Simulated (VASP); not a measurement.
## InAs: relaxation of cell and atoms with PBEsol

The system is InAs.

```
CELL_PARAMETERS angstrom
0.00000 3.01800 3.01800
3.01800 0.00000 3.01800
3.01800 3.01800 0.00000
ATOMIC_POSITIONS crystal
In 0.00000 0.00000 0.00000
As 0.25000 0.25000 0.25000
```

- Program: VASP 6.6.1
- Task: relaxation of cell and atoms
- Functional: PBEsol
- Potentials or basis: VASP PAW PBE potentials, release 64 (In_d, As)
- Cutoff: 600 eV
- k mesh: 10 × 10 × 10
- Occupations: gaussian, width 0.03 eV
- Spin: no spin polarisation
- Further INCAR settings: ALGO = Normal; EDIFF = 1e-06; IBRION = 2; EDIFFG = -0.01; NSW = 90; ISIF = 3

```
Relaxed volume                         : 28.25 Å³/atom
Relaxed cell                           : a = 4.307 Å, b = 4.307 Å, c = 4.307 Å, α = 60.00°, β = 60.00°, γ = 60.00°
Space group after relaxing (to 0.05 Å) : F-43m (No. 216)
Energy gained by relaxing              : 3.7 meV/atom
Ionic steps                            : 3
Pressure after relaxing                : 0.0 GPa
Band gap on the k mesh                 : none (metal or under the smearing width)
```

Step by step:
| step | energy change (eV) | largest force (eV/Å) | pressure (GPa) | volume (Å³) |
| --- | --- | --- | --- | --- |
| 1 | 0.0000 | 0.0000 | 1.62 | 54.98 |
| 2 | -0.0059 | 0.0000 | -0.70 | 57.21 |
| 3 | -0.0075 | 0.0000 | 0.01 | 56.49 |

Final structure:
```
In As
1.0
     0.00000    3.04545    3.04545
     3.04545    0.00000    3.04545
     3.04545    3.04545    0.00000
In As
1 1
Direct
  0.00000 0.00000 0.00000
  0.25000 0.25000 0.25000
```

Levels at points of the mesh, in eV from the Fermi level:
| k point | band 6 | band 7 | band 8 | band 9 | band 10 | band 11 | band 12 | band 13 |
| --- | --- | --- | --- | --- | --- | --- | --- | --- |
| (0.00, 0.00, 0.00) | -11.76 | -0.40 | -0.01 | -0.01 | -0.01 | 3.84 | 3.84 | 3.84 |
| (0.50, 0.00, 0.00) | -10.34 | -5.71 | -0.97 | -0.97 | 0.82 | 4.60 | 4.60 | 6.68 |
| (0.50, 0.50, 0.00) | -9.82 | -5.80 | -2.28 | -2.28 | 1.47 | 1.97 | 8.93 | 9.06 |

Run time: 82 s on 1 thread of AMD EPYC 7R13 Processor (Zen 3) (shared host), peak memory 0.21 GiB.

Caveat: the PAW data sets were made with another functional, which shifts forces and pressure a little; this crystal is a semiconductor, whose small gap the functional closes, so the metal is an error of the method. Zero-point motion and thermal expansion aren't in these numbers.
